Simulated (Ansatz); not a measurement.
# Si: the order of phases at one pressure

Which of fcc, bcc, hcp, simple hexagonal, graphite, beta tin has the lowest enthalpy for Si at one common pressure? The runs shown use LAPW. Companion runs by PAW are cited.

Computed with Ansatz 0.2.0 (DFT, PBE, all-electron LAPW, scalar-relativistic, unless a step's input says otherwise).

## 1. Starting point

It takes space group Fm-3m (No. 225, cubic). Conventional cell: a = 2.917 Å, b = 2.917 Å, c = 2.917 Å, α = 90.00°, β = 90.00°, γ = 90.00°. Si (site symmetry m-3m) is surrounded by 12 Si at 2.06 Å.

As a file:

```xyz
1
Lattice="0.0000 1.4586 1.4586 1.4586 0.0000 1.4586 1.4586 1.4586 0.0000" Properties=species:S:1:pos:R:3 pbc="T T T"
Si    0.0000    0.0000    0.0000
```

## 2. Fcc relaxed under pressure, LAPW

input.yaml reads:

```yaml
crystal:
  lattice:
    - [0.0, 1.458555359, 1.458555359]
    - [1.458555359, 0.0, 1.458555359]
    - [1.458555359, 1.458555359, 0.0]
  atoms:
    - { symbol: Si, position: [0.0, 0.0, 0.0] }
kpoints:
  mp_grid: { grid: [22, 22, 22] }
scf:
  occupations: { method: fermi_dirac, width: 0.08 }
hamiltonian:
  xc: pbe
  pseudopotentials: { kind: all_electron, lapw: { basis_error: 0.0005 } }
output:
  forces: true
  stress: true
  eigenvalues: true
relax:
  f_tol: 0.005
  max_steps: 12
  cell: { p_target: 460.0, stress_tol: 0.23 }
```

Started as:

```sh
$ ansatz run input.yaml --threads 1 --pin off --max-ram 3584MiB --backend cpu --events-out ev --progress --plain --runs-dir out
```

The program printed, cut to the lines that bear on the results:

```text
[...]
LAPW: plane waves up to 10.019 Å⁻¹, error target 5.0e-4 eV per atom; small_component_spin mean_spin; Si in spheres of 1.000 Å, 12 of its electrons in bands, Dirac shells []
[...]
Pseudopotentials: kind: all_electron
Pseudopotential: Si, LAPW, valence charge 12, Koelling and Harmon's equation, gaussian nucleus
Functional definition: PBE
[...]
Crystal: 1 atoms, lattice volume = 6.206 Å³
Basis set: ecut = 382.4838351702221 eV, 113 PW (Γ), exchange–correlation at level 2
Bands: 10, of which v1, the nominal top of the filled ones, is band 6 counted from 1 (5 counted from 0)
Symmetry: 48 space group operations
Space group: Fm-3m (ITA 225), of the structure as read, at distance tolerance 1.8e-5 Å
k-points: 328 of 10648
[...]
SCF iter   1: F=—  HF=-7886.344505 eV  |F-HF|=—  |Δ(HF+E_count)|=         —  Δρ=4.65e-2  dr2=4.45e-2  ethr=3.67e-4  ⟨swp⟩=3.1  Hψ=24894  notcnv=0
[...]
the basis was enlarged: its passes take 208.0 KiB over the memory plan, 1 of 1 planned eigensolver slots
[...]
relax step   1: F+E_penalty+E_count = -7886.27148949 eV  Δ(F+E_penalty+E_count) = +0.000e0 eV  max|allowed force component| = 0.000e0 eV/Å  Δτ_max = 0.0000 Å  P = +459.414 GPa  Ω = 6.206 Å³  (5 SCF iters, accepted)
[...]
relax step   2: F+E_penalty+E_count = -7886.26432536 eV  Δ(F+E_penalty+E_count) = +7.164e-3 eV  max|allowed force component| = 0.000e0 eV/Å  Δτ_max = 0.0000 Å  P = +460.030 GPa  Ω = 6.203 Å³  (2 SCF iters, accepted)
[...]
relax step   3: F+E_penalty+E_count = -7886.26432536 eV  Δ(F+E_penalty+E_count) = -3.890e-9 eV  max|allowed force component| = 0.000e0 eV/Å  Δτ_max = 0.0000 Å  P = +460.030 GPa  Ω = 6.203 Å³  stress off target by 3.04e-2 GPa  SCF on the basis re-selected at this cell (its energy is not [...]
SCF converged after 2 iterations
Free energy (F): -7886.264325 eV
[...]
E sigma→0 (E₀):  -7886.261721 eV
Entropy (-TS):   -0.005209 eV (-5.209 meV/atom)
Fermi energy:    30.393567 eV
[...]
--- Forces (eV/Å), atoms counted from 1 ---
  atom   1  Si     0.00000000     0.00000000    -0.00000000
[...]
--- Stress (GPa, compression-positive) ---
      460.030420       0.000000       0.000000
        0.000000     460.030420       0.000000
        0.000000       0.000000     460.030420
  P = ⅓ Tr σ = 460.0304 GPa (4600.304 kbar)
--- Band table (eV; the first three rows and the last of 328) ---
  k-point 0: bands = ["-103.7630", "-59.5728", "-59.5728", "-59.5728", "6.4782", "46.9110", "46.9110", "46.9110", "54.6099", "56.5169"]
[...]
--- Relaxed structure (2 steps of the walk, 2 accepted, 1 SCFs on fresh bases) ---
  F+E_penalty+E_count = -7886.26432536 eV   max|allowed force component| = 0.000e0 eV/Å   (the final SCF, on the basis selected at the relaxed cell)
  cell:  # Å, volume = 6.2033 Å³
    - [-1.0827665569903128e-34, 1.458359727076906, 1.458359727076906]
    - [1.458359727076906, -5.095372032895589e-35, 1.458359727076906]
    - [1.458359727076906, 1.458359727076906, 4.458450528783641e-35]
  atoms:
    - { symbol: Si, position: [0.0, 0.0, 0.0] }
```

Run time: 17 s. Hardware: 1 thread of Arm Neoverse V2, shared host; peak memory 0.35 GiB.

The steps of the relaxation:

| step | energy from step 1 (eV/cell) | largest force component (eV/Å) | pressure (GPa) | volume (Å³) |
| --- | --- | --- | --- | --- |
| 1 | 0.0000 | 0.0000 | 459.41 | 6.21 |
| 2 | 0.0072 | 0.0000 | 460.03 | 6.20 |
| 3 | 0.0072 | 0.0000 | 460.03 | 6.20 |

Step 1 is the start. Step 3 repeats the geometry before on a plane-wave basis chosen anew for that cell, so the energy can jump there without any move; the table keeps such jumps.

| input's cell | before | after | change |
| --- | --- | --- | --- |
| a (Å) | 2.063 | 2.062 | -0.0 % |
| b (Å) | 2.063 | 2.062 | -0.0 % |
| c (Å) | 2.063 | 2.062 | -0.0 % |
| volume (Å³/atom) | 6.21 | 6.20 | -0.0 % |

This run gives: pressure 460.03 GPa; no gap.

## 3. Bcc relaxed under pressure, LAPW

input.yaml: that of step 2 with these lines changed.

```diff
@@ -2,5 +2,5 @@
   lattice:
-    - [0.0, 1.458555359, 1.458555359]
-    - [1.458555359, 0.0, 1.458555359]
-    - [1.458555359, 1.458555359, 0.0]
+    - [-1.1606712252, 1.1606712252, 1.1606712252]
+    - [1.1606712252, -1.1606712252, 1.1606712252]
+    - [1.1606712252, 1.1606712252, -1.1606712252]
   atoms:
```

Started as:

```sh
$ ansatz run input.yaml --threads 1 --pin off --max-ram 3584MiB --backend cpu --events-out ev --progress --plain --runs-dir out
```

The program printed:

```text
The last accepted step is kept in <dir> (removed where the run ends without a failure and the disk answers)
LAPW: plane waves up to 10.361 Å⁻¹, error target 5.0e-4 eV per atom; small_component_spin mean_spin; Si in spheres of 0.975 Å, 12 of its electrons in bands, Dirac shells []
Engine: ansatz 0.2.0
Pseudopotentials: kind: all_electron
Pseudopotential: Si, LAPW, valence charge 12, Koelling and Harmon's equation, gaussian nucleus
Functional definition: PBE
  parameter kappa = 0.804
  parameter beta = 0.06672455060314922
  exchange = pbe_x(kappa = kappa, mu = beta*pi^2/3)
  correlation = pbe_c(beta = beta)
Crystal: 1 atoms, lattice volume = 6.254 Å³
Basis set: ecut = 408.97083446703004 eV, 135 PW (Γ), exchange–correlation at level 2
Bands: 10, of which v1, the nominal top of the filled ones, is band 6 counted from 1 (5 counted from 0)
Symmetry: 48 space group operations
Space group: Im-3m (ITA 229), of the structure as read, at distance tolerance 1.8e-5 Å
k-points: 328 of 10648
Non-local potential: Si, projectors of the file, none
Initial density: superposition of atomic densities (chi_scale 0.1, normalization cell)
Initial wavefunctions: plane waves of lowest kinetic energy (no species holds an atomic orbital)
Functional: x = pbe(κ = 0.804, μ = 0.2195149727645171), c = pbe(β = 0.06672455060314922)
iter 1 solved again at ethr=2.83e-4 eV; its pass at ethr=1.00e-1 eV (dr2=3.39e-2 eV) is discarded
SCF iter   1: F=—  HF=-7885.995956 eV  |F-HF|=—  |Δ(HF+E_count)|=         —  Δρ=3.87e-2  dr2=3.41e-2  ethr=2.83e-4  ⟨swp⟩=3.1  Hψ=25107  notcnv=0
preconditioner: auto → none  [metal: Δε(μ)=0.052 eV  Ē_g=23.835 eV  σ=0.080 eV  W_gap=0.16  n_scr=0 (ndim 8)  ℏωp=29.7 eV  f_vac=0.000  D(μ)=0.25/eV (n_scr^D=0)]
SCF iter   2: F=—  HF=-7885.935588 eV  |F-HF|=—  |Δ(HF+E_count)|=   6.04e-2  Δρ=1.70e-2  dr2=6.29e-3  ethr=2.83e-4  ⟨swp⟩=2.0  Hψ=9118  notcnv=0
iter 3 solved again at ethr=1.13e-7 eV; its pass at ethr=5.24e-5 eV (dr2=1.36e-5 eV) is discarded
SCF iter   3: F=—  HF=-7885.922453 eV  |F-HF|=—  |Δ(HF+E_count)|=   1.31e-2  Δρ=9.79e-4  dr2=1.40e-5  ethr=1.13e-7  ⟨swp⟩=3.0  Hψ=15675  notcnv=0
SCF iter   4: F=—  HF=-7885.922447 eV  |F-HF|=—  |Δ(HF+E_count)|=   5.91e-6  Δρ=2.82e-4  dr2=1.61e-6  ethr=1.13e-7  ⟨swp⟩=2.0  Hψ=7916  notcnv=0
SCF iter   5: F=-7885.922447 eV  HF=-7885.922447 eV  |F-HF|=1.84e-10  |Δ(HF+E_count)|=   7.14e-7  Δρ=3.21e-6  dr2=1.79e-10  ethr=1.34e-8  ⟨swp⟩=2.0  Hψ=7915  notcnv=0
SCF 1 converged in 5 iterations: F = -7885.922447 eV  dr2 = 1.79e-10
relax step   1: F+E_penalty+E_count = -7885.92244736 eV  Δ(F+E_penalty+E_count) = +0.000e0 eV  max|allowed force component| = 0.000e0 eV/Å  Δτ_max = 0.0000 Å  P = +459.663 GPa  Ω = 6.254 Å³  (5 SCF iters, accepted)
Crystal: 1 atoms, lattice volume = 6.253 Å³
Basis set: ecut = 409.0320308980285 eV, 135 PW (Γ), exchange–correlation at level 2
Initial density: handed on by an earlier stage of this run
Initial wavefunctions: those handed on with the density
iter 1 solved again at ethr=1.84e-10 eV; its pass at ethr=1.00e-1 eV (dr2=2.20e-8 eV) is discarded
SCF iter   1: F=—  HF=-7885.918419 eV  |F-HF|=—  |Δ(HF+E_count)|=         —  Δρ=1.17e-5  dr2=3.60e-9  ethr=1.84e-10  ⟨swp⟩=5.0  Hψ=19353  notcnv=0
preconditioner: auto → none  [metal: Δε(μ)=0.024 eV  Ē_g=23.776 eV  σ=0.080 eV  W_gap=0.08  n_scr=0 (ndim 8)  ℏωp=29.7 eV  f_vac=0.000  D(μ)=0.26/eV (n_scr^D=0)]
SCF iter   2: F=-7885.918419 eV  HF=-7885.918419 eV  |F-HF|=7.20e-10  |Δ(HF+E_count)|=   2.61e-9  Δρ=5.29e-6  dr2=7.36e-10  ethr=3.00e-11  ⟨swp⟩=2.0  Hψ=7915  notcnv=0
SCF 2 converged in 2 iterations: F = -7885.918419 eV  dr2 = 7.36e-10
relax step   2: F+E_penalty+E_count = -7885.91841913 eV  Δ(F+E_penalty+E_count) = +4.028e-3 eV  max|allowed force component| = 0.000e0 eV/Å  Δτ_max = 0.0000 Å  P = +459.989 GPa  Ω = 6.253 Å³  (2 SCF iters, accepted)
iter 1 solved again at ethr=6.13e-12 eV; its pass at ethr=1.00e-1 eV (dr2=7.36e-10 eV) is discarded
SCF iter   1: F=—  HF=-7885.918419 eV  |F-HF|=—  |Δ(HF+E_count)|=         —  Δρ=5.29e-6  dr2=7.36e-10  ethr=6.13e-12  ⟨swp⟩=2.1  Hψ=16756  notcnv=0
SCF iter   2: F=-7885.918419 eV  HF=-7885.918419 eV  |F-HF|=1.71e-10  |Δ(HF+E_count)|=  5.72e-10  Δρ=2.39e-6  dr2=1.51e-10  ethr=6.13e-12  ⟨swp⟩=2.0  Hψ=7915  notcnv=0
SCF 3 converged in 2 iterations: F = -7885.918419 eV  dr2 = 1.51e-10
relax step   3: F+E_penalty+E_count = -7885.91841913 eV  Δ(F+E_penalty+E_count) = -2.183e-9 eV  max|allowed force component| = 0.000e0 eV/Å  Δτ_max = 0.0000 Å  P = +459.989 GPa  Ω = 6.253 Å³  stress off target by 1.13e-2 GPa  SCF on the basis re-selected at this cell (its energy is not comparable with the rows above)  (2 SCF iters)
basis re-selected at this cell: Δ(F+E_penalty+E_count) = -2.183e-9 eV, ΔP = +0.000 GPa vs the last step (what re-selecting the basis moved, after the strain that the cell walked since its last selection, with what the two solves' SCF thresholds leave and, on support functions, any second-order correction that the steps lacked; it is no measure of the basis error at this ecutwfc). This SCF's stress stands 1.13e-2 GPa from its target on what of the cell is left free (relax.cell.stress_tol is 2.30e-1 GPa) and its largest allowed force component is 0.00e0 eV/Å (relax.f_tol is 5.00e-3 eV/Å): within both
SCF converged after 2 iterations
Free energy (F): -7885.918419 eV
Harris-Foulkes:  -7885.918419 eV  (|F-HF|=1.71e-10)
Internal energy: -7885.912887 eV  (E = F + TS)
E sigma→0 (E₀):  -7885.915653 eV
Entropy (-TS):   -0.005532 eV (-5.532 meV/atom)
Fermi energy:    30.580089 eV
--- Per-component energies (eV) ---
  E_band       = -484.598716
  E_kinetic    = 7960.918938
  E_xc         = -579.939044
  E_electrostatic = -15266.892781  (all electrons and nuclei)
  E_smearing   = -0.005532  (= −TS)
  E_closure    = 0.000000  (closes the sum)
  E_atoms      = -7886.856883  (free atoms, spherical and without spin; not in F)
  Σ components = -7885.918419   (vs F -7885.918419, Δ=0.00e0)
  Basis errors (estimates in eV, not in F): energy 1.7e-4 per atom: plane waves 1.5e-4 (8.1e-5 summed), levels above the bands 1.8e-126, relativity 2.0e-8, radial functions 2.0e-5, core shells 3.0e-13; eigenvalues (radial functions only) 1.1e-6; not estimated: angular momenta, meshes, grids; target (lapw.basis_error) 5.0e-4; muffin-tin radii Si 0.975 Å
--- Forces (eV/Å), atoms counted from 1 ---
  atom   1  Si     0.00000000    -0.00000000    -0.00000000
  max |Σ_I F_I| component: 2.26e-31 eV/Å
--- Stress (GPa, compression-positive) ---
      459.988684       0.000000       0.000000
        0.000000     459.988684       0.000000
        0.000000       0.000000     459.988684
  P = ⅓ Tr σ = 459.9887 GPa (4599.887 kbar)
--- Band table (eV; the first three rows and the last of 328) ---
  k-point 0: bands = ["-104.0590", "-59.8714", "-59.8714", "-59.8714", "6.3653", "47.8021", "47.8021", "47.8021", "53.7602", "53.7602"]
  k-point 1: bands = ["-104.0574", "-59.8772", "-59.8733", "-59.8714", "6.4753", "47.0178", "47.3341", "47.6649", "52.5736", "53.1146"]
  k-point 2: bands = ["-104.0527", "-59.8940", "-59.8789", "-59.8713", "6.8042", "44.7136", "46.2045", "47.2965", "51.5785", "51.8505"]
  k-point 327: bands = ["-103.9222", "-60.0747", "-60.0747", "-60.0747", "28.4923", "28.4923", "30.5666", "30.5666", "30.5666", "46.3071"]
--- Relaxed structure (2 steps of the walk, 2 accepted, 1 SCFs on fresh bases) ---
  F+E_penalty+E_count = -7885.91841913 eV   max|allowed force component| = 0.000e0 eV/Å   (the final SCF, on the basis selected at the relaxed cell)
  cell:  # Å, volume = 6.2530 Å³
    - [-1.1605843963111995, 1.1605843963111995, 1.1605843963111995]
    - [1.1605843963111995, -1.1605843963111995, 1.1605843963111995]
    - [1.1605843963111995, 1.1605843963111995, -1.1605843963111995]
  atoms:
    - { symbol: Si, position: [0.0, 0.0, 0.0] }
```

Wall time 17 s (1 thread of Arm Neoverse V2, shared host); peak memory 0.36 GiB.

Relaxation path:

| step | energy from step 1 (eV/cell) | largest force component (eV/Å) | pressure (GPa) | volume (Å³) |
| --- | --- | --- | --- | --- |
| 1 | 0.0000 | 0.0000 | 459.66 | 6.25 |
| 2 | 0.0040 | 0.0000 | 459.99 | 6.25 |
| 3 | 0.0040 | 0.0000 | 459.99 | 6.25 |

Step 1 is the start. Step 3 repeats the geometry before on a plane-wave basis chosen anew for that cell, so the energy can jump there without any move; the table keeps such jumps.

| input's cell | before | after | change |
| --- | --- | --- | --- |
| a (Å) | 2.010 | 2.010 | -0.0 % |
| b (Å) | 2.010 | 2.010 | -0.0 % |
| c (Å) | 2.010 | 2.010 | -0.0 % |
| volume (Å³/atom) | 6.25 | 6.25 | -0.0 % |

Read from it: pressure 459.99 GPa; no gap.

## 4. Hcp relaxed under pressure, LAPW

input.yaml reads:

```yaml
crystal:
  lattice:
    - [2.0606383312, 0.0, 0.0]
    - [-1.0303191656, 1.7845651428, 0.0]
    - [0.0, 0.0, 3.4004600213]
  atoms:
    - { symbol: Si, position: [0.3333333333, 0.6666666667, 0.25] }
    - { symbol: Si, position: [0.6666666667, 0.3333333333, 0.75] }
kpoints:
  mp_grid: { grid: [20, 20, 11] }
scf:
  occupations: { method: fermi_dirac, width: 0.08 }
hamiltonian:
  xc: pbe
  pseudopotentials: { kind: all_electron, lapw: { basis_error: 0.0005 } }
output:
  forces: true
  stress: true
  eigenvalues: true
relax:
  f_tol: 0.005
  max_steps: 12
  cell: { p_target: 460.0, stress_tol: 0.23 }
```

Started as:

```sh
$ ansatz run input.yaml --threads 1 --pin off --max-ram 3584MiB --backend cpu --events-out ev --progress --plain --runs-dir out
```

The program printed, cut to the lines that bear on the results:

```text
[...]
LAPW: plane waves up to 10.033 Å⁻¹, error target 5.0e-4 eV per atom; small_component_spin mean_spin; Si in spheres of 0.999 Å, 12 of its electrons in bands, Dirac shells []
[...]
Pseudopotentials: kind: all_electron
Pseudopotential: Si, LAPW, valence charge 12, Koelling and Harmon's equation, gaussian nucleus
Functional definition: PBE
[...]
Crystal: 2 atoms, lattice volume = 12.505 Å³
Basis set: ecut = 383.48651132354706 eV, 233 PW (Γ), exchange–correlation at level 2
Bands: 16, of which v1, the nominal top of the filled ones, is band 12 counted from 1 (11 counted from 0)
Symmetry: 24 space group operations
Space group: P63/mmc (ITA 194), of the structure as read, at distance tolerance 2.3e-5 Å
k-points: 264 of 4400
[...]
SCF iter   1: F=—  HF=-15772.521043 eV  |F-HF|=—  |Δ(HF+E_count)|=         —  Δρ=4.09e-2  dr2=7.69e-2  ethr=3.19e-4  ⟨swp⟩=3.0  Hψ=30829  notcnv=0
[...]
--- Stress (GPa, compression-positive) ---
      460.000929      -0.000000      -0.000000
       -0.000000     460.000929      -0.000000
       -0.000000      -0.000000     460.103456
  P = ⅓ Tr σ = 460.0351 GPa (4600.351 kbar)
--- Band table (eV; the first three rows and the last of 264) ---
  k-point 0: bands = ["-103.9480", "-103.8775", "-60.0352", "-59.7980", "-59.7980", "-59.7633", "-59.7620", "-59.7620", "6.3585", "17.0382", "19.3825", "44.6967", "44.6967", "45.4443", "46.5525", "46.5525"]
[...]
--- Relaxed structure (2 steps of the walk, 2 accepted, 1 SCFs on fresh bases) ---
  F+E_penalty+E_count = -15772.36568483 eV   max|allowed force component| = 1.388e-17 eV/Å   (the final SCF, on the basis selected at the relaxed cell)
  cell:  # Å, volume = 12.5002 Å³
    - [2.060257059663942, 0.0, 0.0]
    - [-1.030128529831971, 1.7842349519952052, 0.0]
    - [0.0, 0.0, 3.4005054494672797]
  atoms:
    - { symbol: Si, position: [0.3333333333333333, 0.6666666666666666, 0.25] }
    - { symbol: Si, position: [0.6666666666666666, 0.3333333333333333, 0.7500000000000001] }
```

It took 33 s on 1 thread of Arm Neoverse V2, shared host; peak memory 0.51 GiB.

Step by step:

| step | energy from step 1 (eV/cell) | largest force component (eV/Å) | pressure (GPa) | volume (Å³) |
| --- | --- | --- | --- | --- |
| 1 | 0.0000 | 0.0000 | 459.49 | 12.50 |
| 2 | 0.0128 | 0.0000 | 460.04 | 12.50 |
| 3 | 0.0128 | 0.0000 | 460.04 | 12.50 |

Step 1 is the start. Step 3 repeats the geometry before on a plane-wave basis chosen anew for that cell, so the energy can jump there without any move; the table keeps such jumps.

| input's cell | before | after | change |
| --- | --- | --- | --- |
| a (Å) | 2.061 | 2.060 | -0.0 % |
| b (Å) | 2.061 | 2.060 | -0.0 % |
| c (Å) | 3.400 | 3.401 | +0.0 % |
| volume (Å³/atom) | 6.25 | 6.25 | -0.0 % |

In short: pressure 460.04 GPa; no gap.

[end of part 1 of 2]
